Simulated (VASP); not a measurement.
## Zr: core levels with LDA+U

Crystal: Zr.

```
Zr
1.0
    -1.81000    1.81000    1.81000
     1.81000   -1.81000    1.81000
     1.81000    1.81000   -1.81000
Zr
1
Direct
  0.00000 0.00000 0.00000
```

This isn't the form of Zr at room conditions, which is hcp.

| Quantity | Value |
| --- | --- |
| Program | VASP 6.6.1 |
| Task | core levels |
| Functional | LDA |
| Potentials or basis | VASP PAW LDA potentials, release 54 (Zr_sv) |
| Cutoff | 520 eV |
| k mesh | 10 × 10 × 10 |
| Occupations | gaussian, width 0.05 eV |
| Spin | no spin polarisation |
| Hubbard terms | Zr d U = 3 eV, J = 1.0 eV |
| LDAUTYPE | 2 |
| Hund's J | 1 |
| Further INCAR settings | LASPH = False; ALGO = VeryFast; EDIFF = 1e-06 |

* Pressure: -4.3 GPa
* Band gap on the k mesh: none (metal or under the smearing width)

Levels at points of the mesh, in eV from the Fermi level:
```
           k point  band 3  band 4  band 5  band 6  band 7  band 8  band 9  band 10
(0.00, 0.00, 0.00)  -26.44  -26.44   -5.65    1.17    1.17    1.17    3.64     3.64
(0.50, 0.00, 0.00)  -26.73  -26.45   -2.83   -0.61    1.25    3.59    4.30     9.67
(0.50, 0.50, 0.50)  -27.07  -27.07   -2.45   -2.45    5.65    5.65    6.90     6.92
```

Eigenvalues of the final occupation matrices:
| site | spin | trace | eigenvalues |
| --- | --- | --- | --- |
| site 1 d | 1 | 0.80 | 0.15 0.15 0.17 0.17 0.17 |
| site 1 d | 2 | 0.80 | 0.15 0.15 0.17 0.17 0.17 |

Core levels (eV, on the scale of the bands):
```
atom                                                                levels
1 Zr  1s -17713.6, 2s -2445.1, 2p -2182.7, 3s -388.2, 3p -302.4, 3d -160.6
```

Run time: 15 s on 1 thread of AMD EPYC 9R45 (Zen 5) (shared host), peak memory 0.09 GiB.

Caveat: U without spin polarisation on a metal has little footing; the U is typed as a test and isn't derived for this compound.
